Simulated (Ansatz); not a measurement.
Rows from a G0W0 calculation on CdSe (Cadmoselite) (Ansatz 0.2.0; G0W0 on PBE, plane waves, PAW; 6×6×2 mesh, 721 empty bands, screening to 200 eV), in eV. Spin-orbit coupling is left out.

The database entry behind the starting cell differs from later determinations by our own check (inner coordinate of an old entry), so it need not match the best structure at ambient conditions.

```tsv
row	k	band	start	Σx	Σc at the solution	Vxc
A	Γ	v1	7.477	-19.876	1.743	-17.475
B	Γ	c1	8.180	-9.388	-3.522	-12.867
C	Γ	c2	9.600	-8.523	-3.903	-12.485
```

Give the quasiparticle energies and the shift of each level.

The quasiparticle equation reads E = start + Σx + Σc(E) − Vxc.

```tsv
row	E (eV)	shift (eV)
A	6.819	−0.658
B	8.137	−0.043
C	9.659	+0.059
```

Limits: not at the basis limit; no spin-orbit coupling; coarse k mesh.

[Paths, hosts, dates, memory and timing lines, banners, echoed tables and standing remarks are left out of the program output.]

[Logs are printed without paths, hosts, clocks, repeated set-up lines and the standing remarks that a program may print on its own settings, such as how far it seeks lower states.]

[Runs of the session that timed out or met a known fault of the program may be left out.]

[Cells called generated may have been cut or substituted from an entry of the Crystallography Open Database or the Materials Project.]

[Hosts, paths, dates, database ids (printed as entryN), source tags and the programs' standing remarks are cut or masked in the printed files.]
